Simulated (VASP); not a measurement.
A run of VASP 6.6.1 is set up as follows.

The input INCAR:

```
ALGO = Normal ; EDIFF = 1E-6
ENCUT = 520 ; GGA = PE
ISIF = 2 ; ISMEAR = 0
LASPH = True ; LCHARG = False
LREAL = False ; LWAVE = False
NBANDS = 22 ; NELM = 100
PREC = Accurate ; SIGMA = 0.1
```

Contents of KPOINTS:

```
k-points
0
Gamma
  6 6 6
```

POSCAR

```
Hf
1.0
    4.7909055803      0.0000000000      0.0000000000
   -2.3954527902      4.1490459397      0.0000000000
    0.0000000000      0.0000000000      2.9197844766
Hf
3
Direct
    0.0000000000      0.0000000000      0.0000000000
    0.3333333333      0.6666666667      0.5000000000
    0.6666666667      0.3333333333      0.5000000000
```

Potentials or basis: VASP PAW PBE potentials, release 64 (Hf_pv).

Run with:

```console
$ cat potpaw_PBE.64/Hf_pv/POTCAR > POTCAR
$ mpirun -np 1 vasp_std > vasp.out
```

Estimate the band gap on the k mesh.

none (metal or under the smearing width).

What does it give for the pressure?

19.3 GPa.

Stress tensor (GPa, compression positive):
```
16.78  0.00  0.00
 0.00 16.78  0.00
 0.00  0.00 24.21
```

Caveat: so large a pressure means that the cell lies far from this level's equilibrium, or that cutoff or potentials fall short. The run has no spin-orbit coupling, so splittings on Hf are missing.
